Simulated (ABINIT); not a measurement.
Runs of ABINIT 10.8.3 (patched build) on SnO. It takes space group P4/nmm (No. 129, tetragonal). The conventional cell has a = 3.814 Å, b = 3.814 Å, c = 4.887 Å, α = 90.00°, β = 90.00°, γ = 90.00°. Sn (site symmetry 4mm) has 4 O at 2.23 Å as nearest neighbours. O (site symmetry -4m2) has 4 Sn at 2.23 Å as nearest neighbours. The cell is a database's computed one.

| task | level | spin | cell | k mesh | cutoff smearing ecutsm (Ha) | optimiser | force threshold (eV/Å) | dispersion computed by | mesh quality | gap on the mesh (eV) | pressure (GPa) | relaxed volume (Å³/atom) | largest force (eV/Å) |
| --- | --- | --- | --- | --- | --- | --- | --- | --- | --- | --- | --- | --- | --- |
| relaxation of cell and atoms | PBE+D3(BJ) | off | relaxed | 4 × 4 × 3 | 0.5 | LBFGS | 0.05 | simple-dftd3 1.7.0 | coarse | none | -0.3 | 17.29 | 0.04 |
| band structure | PBEsol | off | as given | 6 × 6 × 5 | - | - | - | - | not flagged | 0.14 | -1.0 | - | 0.07 |
| band structure | PBE | SOC, no magnetisation | as given | 5 × 5 × 4 | - | - | - | - | not flagged | - | 3.2 | - | 0.36 |
| band structure | PBE | off | as given | 5 × 5 × 4 | - | - | - | - | not flagged | - | 3.2 | - | (a) |
| relaxation of cell and atoms | PBE | off | relaxed | 4 × 4 × 3 | 0.5 | LBFGS | 0.05 | - | coarse | (b) | -0.1 | 18.52 | 0.03 |

Alike in all rows: potentials or basis JTH PAW PBE v2.0; cutoff (eV) 626; smearing fermi-dirac 0.05 eV.

Estimate the missing entries.

(a) 0.35; (b) 0.38.

Caveats: some runs use coarse meshes; spin-orbit coupling is left out, which moves the levels of the heavy elements (some runs); pairwise dispersion overbinds metals, which lowers pressure and volume (some runs); the PAW data sets were made with another functional, which shifts forces and pressure a little (some runs); an odd mesh through Γ misses points on the zone boundary, where band edges often lie (some runs).

A k mesh can miss the band edges, and rows without SOC leave out spin-orbit coupling on Sn.

A gap of «none» marks a metal or a gap under the smearing width.
